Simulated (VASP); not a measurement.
A run of VASP 6.6.1:

The input INCAR:

```
SYSTEM = Na
PREC = Accurate
ENCUT = 520
EDIFF = 1E-7
ISMEAR = -1
SIGMA = 0.08
LREAL = .FALSE.
LASPH = .TRUE.
NELM = 100
ALGO = Normal
ISIF = 2
LWAVE = .FALSE.
LCHARG = .TRUE.
GGA = PE
LELF = .TRUE.
LVHAR = .TRUE.
NBANDS = 18
```

The input KPOINTS:

```
Automatic mesh
0
G
  6 6 8
  0 0 0
```

The input POSCAR:

```
Na
1.0
    6.0160436009      0.0000000000      0.0000000000
   -3.0080218004      5.2100465886      0.0000000000
    0.0000000000      0.0000000000      3.5704854790
Na
3
Direct
    0.0000000000      0.0000000000      0.0000000000
    0.3333333333      0.6666666667      0.5000000000
    0.6666666667      0.3333333333      0.5000000000
```

Potentials or basis: VASP PAW PBE potentials, release 64 (Na_pv).

Launch:

```console
$ cat potpaw_PBE.64/Na_pv/POTCAR > POTCAR
$ mpirun -np 1 vasp_std > vasp.out
```

Hardware: 1 thread of Intel(R) Xeon(R) Platinum 8488C (Sapphire Rapids), with other jobs on the host.

Task: Estimate the wall time of this run.

Result: Run time: 39 s on 1 thread of Intel(R) Xeon(R) Platinum 8488C (Sapphire Rapids) (shared host), peak memory 0.24 GiB. Counts: scf iterations 11, k points 35.
